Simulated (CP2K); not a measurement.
Input of a CP2K 2026.2 run:

bi2te2se_scf.inp

```
&GLOBAL
  PROJECT bi2te2se_scf
  RUN_TYPE ENERGY_FORCE
  PRINT_LEVEL LOW
&END GLOBAL
&FORCE_EVAL
  METHOD QS
  STRESS_TENSOR ANALYTICAL
  &DFT
    BASIS_SET_FILE_NAME BASIS_MOLOPT_UZH
    POTENTIAL_FILE_NAME POTENTIAL_UZH
    &MGRID
      CUTOFF 450
      REL_CUTOFF 60
      NGRIDS 4
    &END MGRID
    &QS
      METHOD GPW
      EPS_DEFAULT 1.0E-9
    &END QS
    &KPOINTS
      SCHEME MONKHORST-PACK 7 7 7
      GAMMA_CENTERED T
      SYMMETRY T
      SYMMETRY_BACKEND SPGLIB
    &END KPOINTS
    &SCF
      SCF_GUESS ATOMIC
      EPS_SCF 1.0E-6
      MAX_SCF 100
      ADDED_MOS 16
      CHOLESKY OFF
      EPS_EIGVAL 1.0E-7
      &DIAGONALIZATION ON
        ALGORITHM STANDARD
      &END DIAGONALIZATION
      &MIXING ON
        METHOD BROYDEN_MIXING
        ALPHA 0.4
        BETA 1.5
        NBUFFER 8
      &END MIXING
      &SMEAR ON
        METHOD FERMI_DIRAC
        ELECTRONIC_TEMPERATURE 580.23
      &END SMEAR
    &END SCF
    &XC
      &XC_FUNCTIONAL
        &GGA_X_PBE_SOL
        &END GGA_X_PBE_SOL
        &GGA_C_PBE_SOL
        &END GGA_C_PBE_SOL
      &END XC_FUNCTIONAL
    &END XC
    &PRINT
      &KPOINTS ON
      &END KPOINTS
      &MULLIKEN ON
      &END MULLIKEN
      &MO ON
        ENERGIES T
        OCCUPATION_NUMBERS T
        &EACH
          QS_SCF 0
        &END EACH
        ADD_LAST NUMERIC
      &END MO
      &LOWDIN ON
      &END LOWDIN
      &HIRSHFELD ON
        SHAPE_FUNCTION DENSITY
      &END HIRSHFELD
    &END PRINT
  &END DFT
  &SUBSYS
    &CELL
      A 10.8756930859 0.0000000000 0.0000000000
      B 10.0169365998 4.2357621810 0.0000000000
      C 10.0169365998 2.0308291420 3.7171782645
      PERIODIC XYZ
    &END CELL
    &COORD
      SCALED
      Bi  0.3917212400 0.3917212400 0.3917212400
      Bi  0.6082787600 0.6082787600 0.6082787600
      Te  0.7804048700 0.7804048700 0.7804048700
      Te  0.2195951300 0.2195951300 0.2195951300
      Se  0.0000000000 0.0000000000 0.0000000000
    &END COORD
    &KIND Bi
      BASIS_SET DZVP-MOLOPT-PBE-GTH-q5
      POTENTIAL GTH-PBE-q5
    &END KIND
    &KIND Te
      BASIS_SET DZVP-MOLOPT-PBE-GTH-q6
      POTENTIAL GTH-PBE-q6
    &END KIND
    &KIND Se
      BASIS_SET DZVP-MOLOPT-PBE-GTH-q6
      POTENTIAL GTH-PBE-q6
    &END KIND
    &PRINT
      &ATOMIC_COORDINATES ON
      &END ATOMIC_COORDINATES
      &CELL ON
      &END CELL
    &END PRINT
  &END SUBSYS
  &PRINT
    &FORCES ON
    &END FORCES
    &STRESS_TENSOR ON
    &END STRESS_TENSOR
  &END PRINT
&END FORCE_EVAL
```

Potentials or basis: POTENTIAL_UZH Bi GTH-PBE-q5, Te GTH-PBE-q6, Se GTH-PBE-q6; DZVP-MOLOPT-PBE-GTH basis.

Command:

```bash
$ OMP_NUM_THREADS=1 cp2k.psmp -i bi2te2se_scf.inp -o bi2te2se_scf.out
```

**Question.** What does it give for the pressure?

**Answer.** 0.3 GPa.

**Question.** Estimate the band gap on the k mesh.

**Answer.** 0.34 eV, direct.

Stress tensor (GPa, compression positive):
```
 0.18 -0.02 -0.01
-0.02  0.30  0.00
-0.01  0.00  0.30
```

Caveat: the potentials were made for another functional, which shifts forces and pressure; spin-orbit coupling is left out, which as a rule narrows the gap of such compounds by several tenths of an eV; an odd mesh through Γ misses points on the zone boundary, where band edges often lie; the basis of atomic orbitals isn't converged, which shifts pressures, moduli and gaps.
